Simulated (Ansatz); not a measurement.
The cell of ZnSe is invented: 4-connected net, two elements alternating (P4_12_12, No. 92). Lengths were set from tabulated atomic sizes, so they are only a guess.

```yaml
crystal:
  lattice:
    - [6.53919, 0.00000, 0.00000]
    - [0.00000, 6.53919, 0.00000]
    - [0.00000, 0.00000, 3.56983]
  atoms:
    - { symbol: Zn, position: [0.66924, 0.66924, 0.50000] }
    - { symbol: Zn, position: [0.16924, 0.83076, 0.25000] }
    - { symbol: Zn, position: [0.33076, 0.33076, 0.00000] }
    - { symbol: Zn, position: [0.83076, 0.16924, 0.75000] }
    - { symbol: Se, position: [0.83076, 0.83076, 0.00000] }
    - { symbol: Se, position: [0.33076, 0.66924, 0.75000] }
    - { symbol: Se, position: [0.16924, 0.16924, 0.50000] }
    - { symbol: Se, position: [0.66924, 0.33076, 0.25000] }
```

Method: Ansatz 0.2.0, DFT PBE, scalar-relativistic, plane waves, PAW. Cutoff 420 eV, Gaussian smearing, Γ-centred meshes. Cell and atoms relax first on a coarse mesh and then on a converged one. In between, the cell is made exact in the group found at 0.06 Å. The steps can't lower the symmetry of their start. No spin polarisation.

A guess keeps its type if space group and coordination stay and the shape of the cell changes little (axis ratios within about 15 %, angles within 6°); the volume may change.

**Question.** Does this structure survive the relaxation?

**Answer.** It keeps its type. The symmetry stays P4_12_12 (No. 92). The volume per atom grows by 21.7 %, from 19.1 to 23.2 Å³. The shortest distance goes from 2.33 Å (Zn–Se) to 2.50 Å (Zn–Se). The ratio c/a of the conventional cell changes by a factor of 1.02. Counting neighbours within 15 % of an atom's shortest distance, the start has Se 4, Zn 4 and the end Se 4, Zn 4.

The last run used a 4×4×8 mesh (in the run's order of axes) for its 8-atom cell and Gaussian smearing of 0.02 eV. Symmetry constrained the relaxation, so the result can be a saddle point.
